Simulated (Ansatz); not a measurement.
# Ta2N (P-3m1) in Ansatz: reference runs

How does Ta2N come out in PBE? The cell is run as given and disturbed.

Program: Ansatz 0.2.0. These are calculated values, not measurements. Logs are shortened: lines on timing, memory, paths and dates and some standing lists are left out, and cuts for length are marked.

### 1 The structure

The structure is trigonal, space group P-3m1 (No. 164). The conventional cell has a = 3.113 Å, b = 3.113 Å, c = 4.870 Å, α = 90.00°, β = 90.00°, γ = 120.00°. Ta (site symmetry 3m) is surrounded by 3 N at 2.18 Å. Around N (site symmetry -3m) lie 6 Ta at 2.18 Å.

The cell comes from a database or a generator and needn't be the stable form of this composition.

### 2 Single point, PBE

Contents of input.yaml:

```yaml
crystal:
  lattice:
    - [3.112861506, 0.0, 0.0]
    - [-1.556430753, 2.6958171426, 0.0]
    - [0.0, 0.0, 4.869841]
  atoms:
    - { symbol: Ta, position: [0.3333333333, 0.6666666667, 0.254711] }
    - { symbol: Ta, position: [0.6666666667, 0.3333333333, 0.745289] }
    - { symbol: "N", position: [0.0, 0.0, 0.0] }
hamiltonian:
  xc: pbe
  pseudopotentials: { kind: paw }
kpoints:
  mp_grid: { grid: [10, 10, 6] }
scf:
  occupations: { method: fermi_dirac, width: 0.05 }
output:
  forces: true
  stress: true
  eigenvalues: true
```

Potentials or basis: Ansatz PAW.

Run with:

```console
> ansatz run input.yaml --threads 2 --pin off --max-ram 5120MiB --backend cpu --events-out ev --progress --plain --runs-dir out
```

Log:

```text
Warning: RAYON_NUM_THREADS=2 ignored (pool sized by the plan → 2); use --threads N
Engine: ansatz 0.2.0, aarch64-unknown-linux-gnu
Pseudopotentials: kind: paw
Pseudopotential: Ta, paw, valence charge 13, recommended cutoff 420 eV (normal), Ta.paw.azcp
Pseudopotential: N, paw, valence charge 5, recommended cutoff 420 eV (normal), N.paw.azcp
Functional definition: PBE
  parameter kappa = 0.804
  parameter beta = 0.06672455060314922
  exchange = pbe_x(kappa = kappa, mu = beta*pi^2/3)
  correlation = pbe_c(beta = beta)
Crystal: 3 atoms, lattice volume = 40.866 Å³
Basis set: ecut = 420 eV, 797 PW (Γ), exchange–correlation on 48×48×72 points (8 copies of the dense FFT grid, shifted against one another)
Bands: 20, of which v1, the nominal top of the filled ones, is band 16 counted from 1 (15 counted from 0)
Symmetry: 12 space group operations
Space group: P-3m1 (ITA 164), of the structure as read, at distance tolerance 3.4e-5 Å
k-points: 72 of 600
Non-local potential: Ta, projectors of the file, l = 0: 3, l = 1: 2, l = 2: 2, l = 3: 1
Non-local potential: N, projectors of the file, l = 0: 2, l = 1: 2, l = 2: 1
PAW form: soft (Blöchl's): semilocal exchange-correlation on the pseudo side does not see the compensation charge
PAW one-centre angular grid: Ta, 590 points (default); XC on 64 Gauss nodes
PAW one-centre angular grid: N, 110 points (default); XC on 64 Gauss nodes
Initial density: superposition of atomic densities (neutral atoms: chi_scale 0, normalization atom), corrected by the library's trained network
Initial wavefunctions: pseudopotential atomic-orbital guess
Functional: x = pbe(κ = 0.804, μ = 0.2195149727645171), c = pbe(β = 0.06672455060314922)
SCF iter   1: F=—  HF=-20250.916028 eV  |F-HF|=—  |Δ(HF+E_count)|=         —  Δρ=5.19e-3  dr2=1.16e-2  ethr=1.77e-3  ⟨swp⟩=5.9  Hψ=6552  notcnv=0
preconditioner: auto → Kerker (q_TF=auto, 2.605 Å⁻¹)  [metal: Δε(μ)=0.017 eV  Ē_g=8.343 eV  σ=0.050 eV  W_gap=0.08  n_scr=10 (ndim 8)  ℏωp=22.5 eV  f_vac=0.000  D(μ)=1.76/eV (n_scr^D=22)]
SCF iter   2: F=—  HF=-20250.914637 eV  |F-HF|=—  |Δ(HF+E_count)|=   1.39e-3  Δρ=3.22e-3  dr2=4.71e-3  ethr=3.74e-5  ⟨swp⟩=1.0  Hψ=2017  notcnv=0
SCF iter   3: F=—  HF=-20250.913946 eV  |F-HF|=—  |Δ(HF+E_count)|=   6.91e-4  Δρ=7.66e-4  dr2=4.20e-4  ethr=1.52e-5  ⟨swp⟩=2.0  Hψ=1704  notcnv=0
SCF iter   4: F=—  HF=-20250.913862 eV  |F-HF|=—  |Δ(HF+E_count)|=   8.40e-5  Δρ=2.64e-4  dr2=2.15e-5  ethr=1.35e-6  ⟨swp⟩=2.0  Hψ=1931  notcnv=0
SCF iter   5: F=—  HF=-20250.913867 eV  |F-HF|=—  |Δ(HF+E_count)|=   5.02e-6  Δρ=4.77e-5  dr2=1.13e-6  ethr=6.94e-8  ⟨swp⟩=2.0  Hψ=1960  notcnv=0
SCF iter   6: F=-20250.913867 eV  HF=-20250.913867 eV  |F-HF|=1.17e-8  |Δ(HF+E_count)|=   9.78e-8  Δρ=1.17e-5  dr2=4.94e-8  ethr=3.23e-10  ⟨swp⟩=3.7  Hψ=5834  notcnv=0
SCF 1 converged in 6 iterations: F = -20250.913867 eV  dr2 = 4.94e-8
SCF converged after 6 iterations
Free energy (F): -20250.913867 eV
Harris-Foulkes:  -20250.913867 eV  (|F-HF|=1.17e-8)
Internal energy: -20250.900251 eV  (E = F + TS)
E sigma→0 (E₀):  -20250.907059 eV
Entropy (-TS):   -0.013616 eV (-4.539 meV/atom)
Fermi energy:    19.593946 eV
--- Per-component energies (eV) ---
  E_band       = -180.376399
  E_kinetic    = 863.928620
  E_local      = -1249.514032  (includes V_loc(G=0)·N_el)
  E_nonlocal   = 73.448443
  E_hartree    = 431.445822
  E_xc         = -497.989754
  E_vxc        = -485.851582  (∫ρ·V_xc dr)
  E_paw        = -16920.525270  (= ΣΔE_a)
  E_vpaw       = -245.279877  (= ΣTr[D̂ρ^β])
  E_aug_tail   = 0.000404  (compensation charges beyond the density's cutoff)
  E_ewald      = -2951.694484
  E_smearing   = -0.013616  (= −TS)
  E_closure    = -0.000000  (closes the sum)
  Σ components = -20250.913867   (vs F -20250.913867, Δ=0.00e0)
--- Forces (eV/Å), atoms counted from 1 ---
  atom   1  Ta     0.00000000     0.00000000    -0.01792369
  atom   2  Ta     0.00000000    -0.00000000     0.01792369
  atom   3  N      0.00000000     0.00000000     0.00000000
  max |Σ_I F_I| component: 0.00e0 eV/Å
--- Stress (GPa, compression-positive) ---
       -1.699088       0.000000       0.000000
        0.000000      -1.699088      -0.000000
        0.000000      -0.000000      -0.403207
  P = ⅓ Tr σ = -1.2671 GPa (-12.671 kbar)
--- Band table (eV; the first three rows and the last of 72) ---
  k-point 0: bands = ["-49.0128", "-48.9360", "-16.0488", "-15.3318", "-15.3318", "-15.2069", "-15.2069", "-15.0904", "2.1812", "11.2112", "13.5580", "13.5580", "14.6216", "18.9458", "19.3672", "19.3672", "19.8593", "19.8769", "19.8769", "20.7487"]
  k-point 1: bands = ["-49.0077", "-48.9411", "-15.9892", "-15.3237", "-15.3237", "-15.2151", "-15.2151", "-15.1591", "2.2352", "11.0351", "13.5115", "13.5115", "14.9771", "18.4458", "19.0701", "19.0701", "20.1384", "20.1384", "20.3897", "21.2385"]
  k-point 2: bands = ["-48.9938", "-48.9551", "-15.8239", "-15.3424", "-15.3021", "-15.3021", "-15.2369", "-15.2369", "2.3456", "10.7249", "13.4239", "13.4239", "15.8313", "17.7119", "18.6467", "18.6467", "21.0184", "21.0184", "21.0436", "21.9350"]
  k-point 71: bands = ["-48.9355", "-48.9348", "-15.8746", "-15.8573", "-15.6870", "-15.6514", "-15.2591", "-15.2576", "3.0867", "11.8271", "12.1342", "13.2039", "17.1702", "17.5580", "17.6750", "19.8238", "19.9611", "21.2446", "23.2294", "23.8351"]
```

It took 1.8 s on 2 threads of Arm Neoverse V1, shared host; peak memory 0.34 GiB.

What came out:

```yaml
Free_energy: -20250.9139 eV
Pressure: -1.3 GPa
Largest_force: 0.018 eV/Å
Band_gap_on_the_k_mesh: none (metal or under the smearing width)
```

Forces on the atoms (eV/Å):
```
Ta   0.000  0.000 -0.018
Ta   0.000  0.000  0.018
N    0.000  0.000  0.000
```

Levels at points of the mesh, in eV from the Fermi level:
```tsv
k point	band 12	band 13	band 14	band 15	band 16	band 17	band 18	band 19	band 20
(0.00, 0.00, 0.00)	-6.04	-4.97	-0.65	-0.23	-0.23	0.27	0.28	0.28	1.15
(0.00, 0.00, -0.50)	-6.21	-2.86	-2.66	-1.11	-1.11	1.76	1.89	2.29	2.29
(0.00, -0.50, 0.00)	-6.35	-4.53	-2.62	-1.39	1.76	1.87	3.69	3.98	4.19
(0.00, -0.50, -0.50)	-6.09	-3.27	-2.17	-2.12	-0.28	0.72	3.27	3.50	3.99
```

### 3 Single point, PBE (atoms moved at random, drawn with an rms of 0.05 Å)

Contents of input.yaml:

```yaml
crystal:
  lattice:
    - [3.112861506, 0.0, 0.0]
    - [-1.556430753, 2.6958171426, 0.0]
    - [0.0, 0.0, 4.869841]
  atoms:
    - { symbol: Ta, position: [0.324603, 0.653424, 0.251293] }
    - { symbol: Ta, position: [0.690688, 0.342229, 0.743211] }
    - { symbol: "N", position: [-0.001655, 0.005883, 0.003957] }
hamiltonian:
  xc: pbe
  pseudopotentials: { kind: paw }
kpoints:
  mp_grid: { grid: [10, 10, 6] }
scf:
  occupations: { method: fermi_dirac, width: 0.05 }
output:
  forces: true
  stress: true
  eigenvalues: true
```

Potentials or basis: Ansatz PAW.

Run with:

```console
> ansatz run input.yaml --threads 2 --pin off --max-ram 5120MiB --backend cpu --events-out ev --progress --plain --runs-dir out
```

It took 9.6 s on 2 threads of Arm Neoverse V1, shared host; peak memory 0.51 GiB.

Results (log left out):

```
Free energy            : -20250.8821 eV
Pressure               : -0.6 GPa
Largest force          : 0.772 eV/Å
Band gap on the k mesh : none (metal or under the smearing width)
```

Forces on the atoms (eV/Å):
```
Ta  -0.052  0.367  0.325
Ta  -0.437  0.008  0.141
N    0.489 -0.374 -0.466
```

Stress tensor (GPa, compression positive):
```
-0.91  0.13  0.97
 0.13 -0.73  1.16
 0.97  1.16 -0.05
```

Levels at points of the mesh, in eV from the Fermi level:
```tsv
k point	band 12	band 13	band 14	band 15	band 16	band 17	band 18	band 19
(0.00, 0.00, 0.00)	-6.04	-4.97	-0.78	-0.36	-0.11	0.06	0.38	0.51
(0.00, 0.00, -0.50)	-6.17	-2.89	-2.65	-1.15	-1.07	1.65	1.73	2.22
(0.00, -0.50, 0.00)	-6.33	-4.55	-2.65	-1.33	1.53	1.92	3.67	3.88
(0.00, -0.50, -0.50)	-6.06	-3.34	-2.22	-2.02	-0.42	0.77	3.22	3.40
(-0.50, 0.00, 0.00)	-6.47	-4.45	-2.58	-1.50	1.85	1.98	3.59	3.93
(-0.50, 0.00, -0.50)	-6.22	-3.20	-2.28	-2.11	-0.05	0.77	3.28	3.62
(-0.50, -0.50, 0.00)	-6.35	-4.53	-2.63	-1.35	1.55	2.03	3.65	3.78
(-0.50, -0.50, -0.50)	-6.09	-3.33	-2.19	-2.08	-0.28	0.78	3.21	3.48
```
